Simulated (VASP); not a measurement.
A run of VASP 6.6.1 is set up as follows.

INCAR

```
ALGO = Normal
BPARAM = 11.95
CPARAM = 0.0093
EDIFF = 1E-7
EDIFFG = -0.005
ENCUT = 600
IBRION = 2
ISIF = 3
ISMEAR = 0
IVDW_NL = 2
LASPH = T
LCHARG = F
LMIXTAU = T
LREAL = F
LUSE_VDW = T
LWAVE = F
METAGGA = R2SCAN
NELM = 100
NSW = 90
PREC = Accurate
SIGMA = 0.1
```

Contents of KPOINTS:

```
k-points
0
Gamma
  18 18 18
```

Contents of POSCAR:

```
Nb
1.0
    0.0000000000      2.0800838200      2.0800838200
    2.0800838200      0.0000000000      2.0800838200
    2.0800838200      2.0800838200      0.0000000000
Nb
1
Direct
    0.0000000000      0.0000000000      0.0000000000
```

Potentials or basis: VASP PAW PBE potentials, release 64 (Nb_sv).

Run with:

```console
$ cat potpaw_PBE.64/Nb_sv/POTCAR > POTCAR
$ mpirun -np 1 vasp_std > vasp.out
```

Question: Estimate the space group after relaxing (to 0.05 Å).

Answer: Fm-3m (No. 225).

Question: Estimate the relaxed cell.

Answer: a = 2.971 Å, b = 2.971 Å, c = 2.971 Å, α = 60.00°, β = 60.00°, γ = 60.00°.

Question: Predict the relaxed volume.

Answer: 18.55 Å³/atom.

Question: Estimate the band gap on the k mesh.

Answer: None (metal or under the smearing width).

Final structure:
```
CELL_PARAMETERS angstrom
0.00000 2.10092 2.10092
2.10092 0.00000 2.10092
2.10092 2.10092 0.00000
ATOMIC_POSITIONS crystal
Nb 0.00000 0.00000 0.00000
```

Caveat: the PAW data sets were made with another functional, which shifts forces and pressure a little; pairwise dispersion overbinds metals, which lowers pressure and volume.
